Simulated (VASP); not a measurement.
Set up this calculation in VASP 6.6.1, as the native input.

- Task: relaxation of the atoms
- Functional: LDA
- Potentials or basis: VASP PAW LDA potentials, release 64 (Cu, I)
- Cutoff: 600 eV
- k mesh: 8 × 8 × 8
- Occupations: gaussian, width 0.03 eV
- Spin: no spin polarisation
- Further INCAR settings: ALGO = Normal; EDIFF = 1e-07; IBRION = 2; EDIFFG = -0.01; NSW = 40

The structure of CuI (Marshite) lies in POSCAR:

```
CuI                                     
1.0
    0.0000000000      2.8731001838      2.8731001838
    2.8731001838     -0.0000000000      2.8731001838
    2.8731001838      2.8731001838     -0.0000000000
  Cu              I             
     1     1
Direct
     0.2500000000000000    0.2500000000000000    0.2500000000000000
     0.0000000000000000    0.0000000000000000    1.0000000000000000
```

The cell isn't the ideal one: a relaxed cell with its volume scaled by 0.94.

The input as run:

INCAR

```
SYSTEM = CuI
PREC = Accurate
ENCUT = 600
EDIFF = 1E-7
ISMEAR = 0
SIGMA = 0.03
LREAL = .False.
LASPH = .True.
NELM = 80
ALGO = Normal
ISIF = 2
LWAVE = .False.
LCHARG = .False.
GGA = CA
IBRION = 2
NSW = 40
EDIFFG = -0.01
```

KPOINTS

```
regular mesh
0
Gamma
  8 8 8
  0 0 0
```

Potentials or basis: VASP PAW LDA potentials, release 64 (Cu, I).

Command:

```sh
$ cat potpaw_LDA.64/Cu/POTCAR potpaw_LDA.64/I/POTCAR > POTCAR
$ mpirun -np 1 vasp_std > vasp.out
```

It gave:

The pressure after relaxing is 4.1 GPa and the band gap on the k mesh is 1.48 eV, direct.

Caveat: the relaxation stopped at its first step, so nothing moved; spin-orbit coupling is left out, which moves the levels of the heavy elements.

Wall time 9.3 s on 1 thread of Intel(R) Xeon(R) 6975P-C (Granite Rapids) (shared host), peak memory 0.16 GiB.
